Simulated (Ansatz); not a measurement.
## Elastic constants of VH2: input and output

Theory: Ansatz, DFT PBEsol, scalar-relativistic, plane waves, PAW.

Launched with:
```bash
ansatz run input.yaml --threads 1 --pin off --max-ram 3072MiB --backend cpu --events-out ev --progress --plain --runs-dir out
```

Input (bare energies are in eV):
```yaml
crystal:
  lattice:
    - [0.0, 2.0843730449, 2.0843730449]
    - [2.0843730449, 0.0, 2.0843730449]
    - [2.0843730449, 2.0843730449, 0.0]
  atoms:
    - { symbol: V, position: [0.0, 0.0, 0.0] }
    - { symbol: H, position: [0.25, 0.25, 0.25] }
    - { symbol: H, position: [0.75, 0.75, 0.75] }
basis:
  ecutwfc: 420
kpoints:
  mp_grid: { grid: [18, 18, 18] }
hamiltonian:
  xc: pbesol
scf:
  occupations: { method: fermi_dirac, width: 0.15 }
output:
  forces: true
  stress: true
  eigenvalues: true
elastic:
  mode: relaxed_ion
  amplitude: 0.005
  stencil: two_point
```

From the output:
```
--- Elastic constants: 2 strain directions × 2 members + reference (group order 48) ---
  dense FFT box of the reference and of every strained cell: 20×20×20
  strains applied: 11, 23; error gains: componentwise 1.00 (the most a stress slope's error grows in a printed constant), spectral 1.73 (1 for all six strains in a standard setting)
  C = ∂σ_k/∂η_j (tension-positive GPa; Voigt order 11 22 33 23 13 12):
       298.893    130.924    130.924      0.000      0.000     -0.000
       130.924    298.893    130.924     -0.000      0.000     -0.000
       130.924    130.924    298.893     -0.000     -0.000      0.000
         0.000     -0.000     -0.000     95.351      0.000     -0.000
         0.000     -0.000      0.000      0.000     95.351      0.000
        -0.000      0.000      0.000     -0.000     -0.000     95.351
  reference stress σ⁰ (GPa):     -0.000     -0.000     -0.000      0.000      0.000      0.000
  C* (energy form; C + prestress term) asymmetry max|C*_kj − C*_jk| = 5.684e-14 GPa — a small one proves nothing (zero by symmetry where the batch's group is 432, −43m or m−3m); a large one is finite-difference/SCF noise where every solve ...
  moduli (Voigt/Reuss/Hill, GPa): K = 186.91/186.91/186.91   G = 90.80/90.45/90.63   E = 234.06   ν = 0.291
  mechanically stable: yes (min eigenvalue of sym C = 95.35 GPa)
  strain η (Voigt 11):  stress-route row diagonal C_11 = 298.89 GPa, energy-path curvature d²(F+E_count+ΔE)/dδ²/Ω₀ = 298.87 GPa
         δ    σ_11 (GPa) F (eV) n_scf n_hpsi n_pw
    -5.000e-3      -1.5099       -2917.4947207       6   93435    363   relax 0 steps, max|allowed force component| 3.47e-18 eV/Å
     5.000e-3       1.4790       -2917.4947184       5   78022    368   relax 0 steps, max|allowed force component| 1.73e-18 eV/Å
  strain η (Voigt 23):  stress-route row diagonal C_44 = 95.35 GPa, energy-path curvature d²(F+E_count+ΔE)/dδ²/Ω₀ = 95.36 GPa
         δ    σ_23 (GPa) F (eV) n_scf n_hpsi n_pw
    -5.000e-3      -0.4768       -2917.4950137      11  197263    366   relax 3 steps, max|allowed force component| 1.17e-7 eV/Å
     5.000e-3       0.4768       -2917.4950137      10  189690    366   relax 2 steps, max|allowed force component| 4.38e-7 eV/Å
```

Time: 74 s on 1 thread of Arm Neoverse V2, on a shared host, peak memory 0.49 GiB.

In a metal, frequencies and elastic constants depend on the k mesh and the smearing, soft modes and shear constants most.